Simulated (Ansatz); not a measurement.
# MoS2 (P6_3/mmc) in Ansatz: single point with PBEsol

Aim: the single point of MoS2 with PBEsol.

Program: Ansatz 0.2.0. These are calculated values, not measurements. Logs are shortened: lines on timing, memory, paths and dates and some standing lists are left out, and cuts for length are marked.

**Experimental background.**

From “Multiwavelength excitation Raman Scattering Analysis of bulk and 2 dimensional MoS2: Vibrational properties of atomically thin MoS2 layers”, 2015, arxiv:1506.03228, for a bulk crystal of MoS2 at 300 K: band gap 1.3 eV (indirect).

How close the calculation comes is told below.

## Step 1: Starting point

The structure is hexagonal, space group P6_3/mmc (No. 194). The conventional cell has a = 3.169 Å, b = 3.169 Å, c = 12.324 Å, α = 90.00°, β = 90.00°, γ = 120.00°. Mo (site symmetry -6m2) has 6 S at 2.41 Å as nearest neighbours. S (site symmetry 3m) has 3 Mo at 2.41 Å as nearest neighbours.

## Step 2: Single point, PBEsol

input.yaml reads:

```yaml
crystal:
  lattice:
    - [3.169, 0.0, 0.0]
    - [-1.5845, 2.7444345046, 0.0]
    - [0.0, 0.0, 12.324]
  atoms:
    - { symbol: Mo, position: [0.6666666667, 0.3333333333, 0.75] }
    - { symbol: Mo, position: [0.3333333333, 0.6666666667, 0.25] }
    - { symbol: S, position: [0.6666666667, 0.3333333333, 0.377] }
    - { symbol: S, position: [0.3333333333, 0.6666666667, 0.877] }
    - { symbol: S, position: [0.6666666667, 0.3333333333, 0.123] }
    - { symbol: S, position: [0.3333333333, 0.6666666667, 0.623] }
kpoints:
  mp_grid: { grid: [6, 6, 2] }
scf:
  occupations: { method: fermi_dirac, width: 0.03 }
hamiltonian:
  xc: pbesol
  pseudopotentials: { kind: all_electron, lapw: { basis_error: 0.002 } }
output:
  forces: true
  stress: true
  eigenvalues: true
```

Potentials or basis: all-electron LAPW, scalar-relativistic.

On the command line:

```
> ansatz run input.yaml --threads 4 --pin off --max-ram 12288MiB --backend cpu --events-out ev --progress --plain --runs-dir out
```

The program printed:

```text
Warning: RAYON_NUM_THREADS=4 ignored (pool sized by the plan → 4); use --threads N
LAPW: plane waves up to 7.950 Å⁻¹, error target 2.0e-3 eV per atom; small_component_spin mean_spin; S in spheres of 1.064 Å, 14 of its electrons in bands, Dirac shells []; Mo in spheres of 1.344 Å, 30 of its electrons in bands, Dirac shells [] (how accurate: hamiltonian.pseudopotentials.lapw.basis_error, Limitations)
Engine: ansatz 0.2.0, x86_64-unknown-linux-gnu
Pseudopotentials: kind: all_electron
Pseudopotential: Mo, LAPW, valence charge 30, lapw/all_electron/scalar/gaussian/Mo, Koelling and Harmon's equation, gaussian nucleus
Pseudopotential: S, LAPW, valence charge 14, lapw/all_electron/scalar/gaussian/S, Koelling and Harmon's equation, gaussian nucleus
Functional definition: PBEsol
  exchange = pbesol_x
  correlation = pbesol_c
Crystal: 6 atoms, lattice volume = 107.183 Å³
Basis set: ecut = 240.82424461731375 eV, 877 PW (Γ), exchange–correlation at level 2
Bands: 70, of which v1, the nominal top of the filled ones, is band 58 counted from 1 (57 counted from 0)
Symmetry: 24 space group operations
Space group: P63/mmc (ITA 194), of the structure as read, at distance tolerance 4.8e-5 Å
k-points: 14 of 72
Non-local potential: Mo, projectors of the file, none
Non-local potential: S, projectors of the file, none
Initial density: superposition of atomic densities (chi_scale 0.1, normalization cell, long waves kept (reshape's long-wave potential 0.16 eV rms))
Initial wavefunctions: plane waves of lowest kinetic energy (no species holds an atomic orbital)
Functional: x = pbesol(κ = 0.804, μ = 0.12345679012345678), c = pbesol(β = 0.046)
iter 1 solved again at ethr=5.01e-3 eV; its pass at ethr=1.00e-1 eV (dr2=5.81e0 eV) is discarded
SCF iter   1: F=—  HF=-263629.312073 eV  |F-HF|=—  |Δ(HF+E_count)|=         —  Δρ=6.28e-2  dr2=5.81e0  ethr=5.01e-3  ⟨swp⟩=2.1  Hψ=6473  notcnv=0
preconditioner: auto → Resta (q_TF=auto, 2.764 Å⁻¹)  ε∞=5.3  [insulator: Δε(μ)=0.747 eV  Ē_g=10.330 eV  σ=0.030 eV  W_gap=1.00  n_scr=52 (ndim 8)  ℏωp=21.5 eV  f_vac=0.091  D(μ)=0.00/eV (n_scr^D=0)  ε∞_Penn≈5.3]
SCF iter   2: F=—  HF=-263627.891938 eV  |F-HF|=—  |Δ(HF+E_count)|=    1.42e0  Δρ=4.03e-2  dr2=6.78e0  ethr=5.01e-3  ⟨swp⟩=3.0  Hψ=2955  notcnv=0
iter 3 solved again at ethr=4.25e-4 eV; its pass at ethr=5.01e-3 eV (dr2=4.93e-1 eV) is discarded
SCF iter   3: F=—  HF=-263626.655309 eV  |F-HF|=—  |Δ(HF+E_count)|=    1.24e0  Δρ=1.80e-2  dr2=4.92e-1  ethr=4.25e-4  ⟨swp⟩=2.0  Hψ=4635  notcnv=0
SCF iter   4: F=—  HF=-263626.514237 eV  |F-HF|=—  |Δ(HF+E_count)|=         —  Δρ=4.59e-3  dr2=7.32e-2  ethr=4.24e-4  ⟨swp⟩=3.0  Hψ=2839  notcnv=0
the basis was enlarged: its passes take 6.4 MiB over the memory plan, 4 of 4 planned eigensolver slots
SCF iter   5: F=—  HF=-263626.499908 eV  |F-HF|=—  |Δ(HF+E_count)|=   1.43e-2  Δρ=2.92e-3  dr2=2.17e-2  ethr=6.31e-5  ⟨swp⟩=2.1  Hψ=2914  notcnv=0
SCF iter   6: F=—  HF=-263626.496046 eV  |F-HF|=—  |Δ(HF+E_count)|=   3.86e-3  Δρ=1.28e-3  dr2=3.76e-3  ethr=1.87e-5  ⟨swp⟩=2.0  Hψ=2750  notcnv=0
SCF iter   7: F=—  HF=-263626.495310 eV  |F-HF|=—  |Δ(HF+E_count)|=   7.36e-4  Δρ=1.23e-4  dr2=3.42e-5  ethr=3.24e-6  ⟨swp⟩=2.0  Hψ=2746  notcnv=0
SCF iter   8: F=—  HF=-263626.495343 eV  |F-HF|=—  |Δ(HF+E_count)|=   3.35e-5  Δρ=7.98e-5  dr2=1.75e-5  ethr=2.95e-8  ⟨swp⟩=3.0  Hψ=2917  notcnv=0
SCF iter   9: F=—  HF=-263626.495345 eV  |F-HF|=—  |Δ(HF+E_count)|=   1.64e-6  Δρ=1.91e-5  dr2=7.51e-7  ethr=1.51e-8  ⟨swp⟩=3.0  Hψ=2802  notcnv=0
SCF iter  10: F=-263626.495345 eV  HF=-263626.495345 eV  |F-HF|=1.88e-8  |Δ(HF+E_count)|=   5.42e-8  Δρ=4.32e-6  dr2=2.42e-8  ethr=6.47e-10  ⟨swp⟩=3.0  Hψ=2806  notcnv=0
SCF 1 converged in 10 iterations: F = -263626.495345 eV  dr2 = 2.42e-8
SCF converged after 10 iterations
Free energy (F): -263626.495345 eV
Harris-Foulkes:  -263626.495345 eV  (|F-HF|=1.88e-8)
Internal energy: -263626.495345 eV  (E = F + TS)
E sigma→0 (E₀):  -263626.495345 eV
Entropy (-TS):   -0.000000 eV (-0.000 meV/atom)
Fermi energy:    12.528227 eV
--- Per-component energies (eV) ---
  E_band       = -13606.341854
  E_kinetic    = 271777.205843
  E_xc         = -9345.347750
  E_electrostatic = -526058.353438  (all electrons and nuclei)
  E_smearing   = -0.000000  (= −TS)
  E_closure    = 0.000000  (closes the sum)
  E_atoms      = -263579.759470  (free atoms, spherical and without spin; not in F)
  Σ components = -263626.495345   (vs F -263626.495345, Δ=0.00e0)
  Basis errors (estimates in eV, not in F): energy 9.6e-4 per atom: plane waves 8.4e-4 (4.8e-4 summed), levels above the bands 1.2e-103, relativity 1.3e-8, radial functions 1.2e-4, core shells 2.6e-7; eigenvalues (radial functions only) 2.4e-6; not estimated: angular momenta, meshes, grids; target (lapw.basis_error) 2.0e-3; muffin-tin radii S 1.064 Å, Mo 1.344 Å
--- Forces (eV/Å), atoms counted from 1 ---
  atom   1  Mo     0.00000000     0.00000000     0.00000000
  atom   2  Mo    -0.00000000    -0.00000000     0.00000000
  atom   3  S      0.00000000     0.00000000    -0.30807613
  atom   4  S     -0.00000000    -0.00000000    -0.30807613
  atom   5  S      0.00000000     0.00000000     0.30807613
  atom   6  S     -0.00000000    -0.00000000     0.30807613
  max |Σ_I F_I| component: 2.89e-18 eV/Å
--- Stress (GPa, compression-positive) ---
       -3.259578       0.000000       0.000000
        0.000000      -3.259578      -0.000000
        0.000000      -0.000000      -2.329934
  P = ⅓ Tr σ = -2.9497 GPa (-29.497 kbar)
--- Band table (eV; the first three rows and the last of 14) ---
  k-point 0: bands = ["-363.9390", "-363.9390", "-363.9171", "-363.9171", "-363.9171", "-363.9171", "-206.1010", "-206.1010", "-206.1010", "-206.1010", "-206.0887", "-206.0887", "-206.0773", "-206.0773", "-206.0773", "-206.0773", "-193.3972", "-193.3972", "-193.3972", "-193.3972", "-138.4715", "-138.4715", "-138.4715", "-138.4715", "-138.4715", "-138.4715", "-138.4715", "-138.4715", "-138.4228", "-138.4228", "-138.4228", "-138.4228", "-49.2901", "-49.2901", "-23.4712", "-23.4711", "-23.2367", "-23.2367", "-23.2367", "-23.2367", "-2.8206", "-2.5462", "-1.5974", "-1.1443", "5.2202", "6.2734", "8.6018", "8.8503", "8.8503", "8.8633", "8.8633", "9.9526", "9.9526", "9.9993", "9.9993", "10.9484", "10.9598", "12.1321", "14.2267", "14.2267", "14.2542", "14.2542", "14.4081", "14.4081", "14.5838", "14.5838", "17.5591", "17.6982", "20.0788", "20.5897"]
  k-point 1: bands = ["-363.9390", "-363.9390", "-363.9171", "-363.9171", "-363.9171", "-363.9171", "-206.1010", "-206.1010", "-206.1010", "-206.1010", "-206.0887", "-206.0887", "-206.0773", "-206.0773", "-206.0773", "-206.0773", "-193.3972", "-193.3972", "-193.3972", "-193.3972", "-138.4715", "-138.4715", "-138.4715", "-138.4715", "-138.4715", "-138.4715", "-138.4715", "-138.4715", "-138.4228", "-138.4228", "-138.4228", "-138.4228", "-49.2901", "-49.2901", "-23.4712", "-23.4712", "-23.2367", "-23.2367", "-23.2367", "-23.2367", "-2.7042", "-2.7042", "-1.3530", "-1.3530", "5.6635", "5.6635", "8.8567", "8.8567", "8.8567", "8.8567", "9.5418", "9.5418", "9.9760", "9.9760", "9.9760", "9.9760", "11.8637", "11.8637", "14.2322", "14.2322", "14.2322", "14.2322", "14.5038", "14.5038", "14.5038", "14.5038", "17.6360", "17.6360", "20.3333", "20.3333"]
  k-point 2: bands = ["-363.9390", "-363.9390", "-363.9171", "-363.9171", "-363.9171", "-363.9171", "-206.1010", "-206.1010", "-206.1010", "-206.1010", "-206.0887", "-206.0887", "-206.0773", "-206.0773", "-206.0773", "-206.0773", "-193.3972", "-193.3972", "-193.3972", "-193.3972", "-138.4715", "-138.4715", "-138.4715", "-138.4715", "-138.4715", "-138.4715", "-138.4715", "-138.4715", "-138.4228", "-138.4228", "-138.4228", "-138.4228", "-49.2801", "-49.2801", "-23.4514", "-23.4513", "-23.3371", "-23.3371", "-23.2595", "-23.2595", "-2.4116", "-2.1454", "-1.4017", "-1.0013", "5.6584", "6.6731", "7.9556", "8.0488", "8.1180", "8.8451", "9.2536", "9.2886", "9.3854", "9.4468", "10.0674", "10.9185", "10.9829", "11.3518", "13.6014", "13.9670", "13.9881", "14.1888", "14.2139", "14.2773", "14.7675", "14.9081", "19.0636", "19.2790", "20.5973", "20.9050"]
  k-point 13: bands = ["-363.9390", "-363.9390", "-363.9171", "-363.9171", "-363.9171", "-363.9171", "-206.1010", "-206.1010", "-206.1010", "-206.1010", "-206.0887", "-206.0887", "-206.0773", "-206.0773", "-206.0773", "-206.0773", "-193.3972", "-193.3972", "-193.3972", "-193.3972", "-138.4715", "-138.4715", "-138.4715", "-138.4715", "-138.4715", "-138.4715", "-138.4715", "-138.4715", "-138.4228", "-138.4228", "-138.4228", "-138.4228", "-49.2450", "-49.2450", "-23.5326", "-23.5326", "-23.4875", "-23.4875", "-23.3816", "-23.3816", "-0.4681", "-0.4681", "-0.4153", "-0.4153", "5.9660", "5.9660", "6.7538", "6.7538", "7.3174", "7.3174", "7.6913", "7.6913", "8.6901", "8.6901", "9.2652", "9.2652", "11.4215", "11.4215", "13.1701", "13.1701", "14.3873", "14.3873", "15.0058", "15.0058", "16.2806", "16.2806", "18.6890", "18.6890", "19.3246", "19.3246"]
```

It took 25 s on 4 threads of AMD EPYC (Zen 3), shared host; peak memory 0.53 GiB.

What came out:

- Free energy: -263626.4953 eV
- Pressure: -2.9 GPa
- Largest force: 0.308 eV/Å
- Band gap on the k mesh: 0.85 eV, indirect (least direct gap 1.65 eV)

Forces in eV/Å, atoms in the order of the input:
```
Mo   0.000  0.000  0.000
Mo   0.000  0.000  0.000
S    0.000  0.000 -0.308
S    0.000  0.000 -0.308
S    0.000  0.000  0.308
S    0.000  0.000  0.308
```

Levels at points of the mesh, in eV from the valence-band top:
```
             k point  band 54  band 55  band 56  band 57  band 58  band 59  band 60  band 61  band 62  band 63
  (0.00, 0.00, 0.00)    -2.13    -2.13    -1.18    -1.17     0.00     2.09     2.09     2.12     2.12     2.28
 (0.00, 0.00, -0.50)    -2.16    -2.16    -2.16    -0.27    -0.27     2.10     2.10     2.10     2.10     2.37
 (0.00, -0.50, 0.00)    -2.47    -1.72    -1.52    -1.43    -1.30     1.60     1.64     1.98     2.26     2.79
(0.00, -0.50, -0.50)    -2.62    -1.62    -1.62    -1.35    -1.35     1.62     1.62     2.13     2.13     3.16
```

Caveat: this functional lacks dispersion, which binds the layers, so the pressure and a relaxed spacing across them are unreliable.

## Step 3: How close it comes

Step 2. A measured gap of MoS2 is 1.3 eV (indirect; 300 K; “Multiwavelength excitation Raman Scattering Analysis of bulk and 2 dimensional MoS2: Vibrational properties of atomically thin MoS2 layers”, 2015, arxiv:1506.03228); the calculated 0.85 eV misses it by -0.45 eV. Spin-orbit coupling on Mo is left out. The value is that of PBEsol on a finite k mesh, which can miss the band edges, without temperature or zero-point motion. Semilocal functionals fall short of measured gaps as a rule.
